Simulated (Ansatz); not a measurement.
## TaN under uniaxial strain: field gradients at the nuclei

Cell: a COD entry, whose atoms a relaxation with PBE at fixed cell left in place.

```yaml
crystal:
  lattice:
    - [2.93800, 0.00000, 0.00000]
    - [-1.46900, 2.54438, 0.00000]
    - [0.00000, 0.00000, 2.88300]
  atoms:
    - { symbol: Ta, position: [0.33333, 0.66667, 0.50000] }
    - { symbol: N, position: [0.00000, 0.00000, 0.00000] }
```

Atom numbers follow the list; atoms alike are taken as one site, whose name carries the number of the first.

Method: Kohn–Sham DFT in Ansatz, PBE, plane waves and PAW, scalar-relativistic, collinear spin, 420 eV cutoff, Γ-centred 18×18×16 k-points, Fermi–Dirac smearing 0.05 eV. Start moments as typed (μB): 2 on each Ta, none on the rest.

The cell is stretched along z (the third Cartesian axis of the run's cell), x and y held, and the ions relax again each time.

```
strain along z (%)  Ta: V along z (10²¹ V/m²)  N: V along z (10²¹ V/m²)
                -3                       2.60                     -0.48
                -2                       3.49                     -0.28
                -1                       4.35                     -0.10
                 0                       5.22                      0.10
                +1                       6.07                      0.29
                +2                       6.89                      0.48
                +3                          ?                         ?
```

(1) Estimate the row at +3 % from the others.

Answers

(1) Ta: 7.68; N: 0.67. Worked for Ta: a straight line through the other 6 rows has a slope of 0.859 × 10²¹ V/m² per per cent of strain and gives 7.77 at +3 %, against 7.68 from the run, so the response is nearly linear here. For Ta-181 that is 66 MHz of C_Q per per cent. Worked for N: a straight line through the other 6 rows has a slope of 0.192 × 10²¹ V/m² per per cent of strain and gives 0.68 at +3 %, against 0.67 from the run, so the response is nearly linear here. For 14N that is 0.095 MHz of C_Q per per cent.

At this cell the principal stresses reach 5 GPa in size with PBE, which can matter for small gradients. The run finds no gap above 0.1 eV (a metal, or nearly one), so the gradients can move by 10 % or more with the k-mesh. Without spin–orbit coupling the gradients at and beside Ta can be off by some per cent, at some sites by more. With these PAW files V_zz is typically within 2 to 3 % of all-electron values, but misses above 10 % occur on Ta. Semilocal functionals make gaps too small and can close them, so the real compound need not be a metal. The start moments die out, and the run ends without spin.
